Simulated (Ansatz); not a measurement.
## Ag under changes of volume

One of the cells (17.048 Å³/atom); the others are scaled copies at fixed shape and fractional positions:

```
CELL_PARAMETERS angstrom
0.00000 2.04275 2.04275
2.04275 0.00000 2.04275
2.04275 2.04275 0.00000
ATOMIC_POSITIONS crystal
Ag 0.00000 0.00000 0.00000
```

| Property | Result |
| --- | --- |
| Program | Ansatz 0.2.0 |
| Functional | r2SCAN |
| Potentials or basis | Ansatz PAW |
| Cutoff | 500 eV (not typed: the program's choice for these potentials) |
| k mesh | 11 × 11 × 11 |
| Occupations | fermi-dirac, width 0.05 eV |
| Spin | no spin polarisation |

```csv
volume (Å³/atom),energy over the lowest point (meV/atom),pressure (GPa)
16.025,31.34,9.3
16.366,?,?
16.707,4.97,3.5
17.048,0.20,1.2
17.389,0.00,-0.8
17.730,3.73,-2.6
18.071,10.90,-4.1
```

What does the run at 16.366 Å³/atom give?

Energy over the lowest point 15.08 meV/atom; pressure 6.2 GPa.

Worked out: A Birch-Murnaghan fit of order 3 (a polynomial in V^(-2/3)) to the other rows has its minimum at 17.23 Å³/atom with B0 = V·E''(V) = 100 GPa and B' = 6.5. It gives 15.08 meV/atom at 16.366 Å³/atom, against the run's 15.08, and -dE/dV = 6.1 GPa, against 6.2.

Energies are extrapolated to zero smearing.

Caveats: the PAW data sets come from PBE, with cores solved anew for the run's functional, which leaves a small shift of forces and pressure.
